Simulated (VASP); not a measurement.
## VASP inputs for LiCl (database structure)

INCAR

```
GGA = PE
LCHARG = .FALSE.
NBANDS = 18
NSW = 0
NELM = 120
LREAL = .FALSE.
LASPH = .TRUE.
SIGMA = 0.02
IBRION = -1
ISIF = 2
PREC = Accurate
EDIFF = 1E-7
ENCUT = 520
LWAVE = .FALSE.
ISMEAR = -1
```

KPOINTS

```
KPOINTS created by Atomic Simulation Environment
0
Gamma
12 12 4
0 0 0
```

KPOINTS_OPT

```
special points
6
Reciprocal
0.0000000000 0.0000000000 0.0000000000 1
0.5000000000 0.0000000000 0.0000000000 1
0.3333333333 0.3333333333 0.0000000000 1
0.0000000000 0.0000000000 0.5000000000 1
0.5000000000 0.0000000000 0.5000000000 1
0.3333333333 0.3333333333 0.5000000000 1
```

POSCAR

```
Li Cl
 1.0000000000000000
     3.8937403927024352    0.0000000000000000   -0.0000000000000000
    -1.9468701963512176    3.3720780958219057    0.0000000000000000
    -0.0000000000000000   -0.0000000000000000    6.2258774254657476
 Li  Cl
   2   2
Cartesian
  1.9468701963512176  1.1240260319406350  5.4667944935873090
 -0.0000000000000000  2.2480520638812700  2.3538557808544356
  1.9468701963512176  1.1240260319406350  3.0937931923055180
 -0.0000000000000000  2.2480520638812700  6.2067319050383922
```

VASP ran with the recommended PBE PAW datasets (20 valence electrons in the cell).

Q: What does this run give?

A: gap between bands v and c 6.03 eV; least direct gap 6.03 eV; pressure 0.6 GPa.

Band v is the last that the valence electrons fill when counted band by band, and c is the next. Levels in eV from the top of v:

| point | v−1 | v | c | c+1 |
| --- | --- | --- | --- | --- |
| Γ | -0.08 | 0.00 | 6.03 | 8.25 |
| M | -0.61 | -0.36 | 7.86 | 7.99 |
| K | -0.84 | -0.84 | 7.75 | 9.46 |
| A | -0.25 | -0.25 | 7.34 | 7.34 |
| L | -0.60 | -0.60 | 7.40 | 7.40 |
| H | -0.43 | -0.43 | 8.72 | 8.72 |
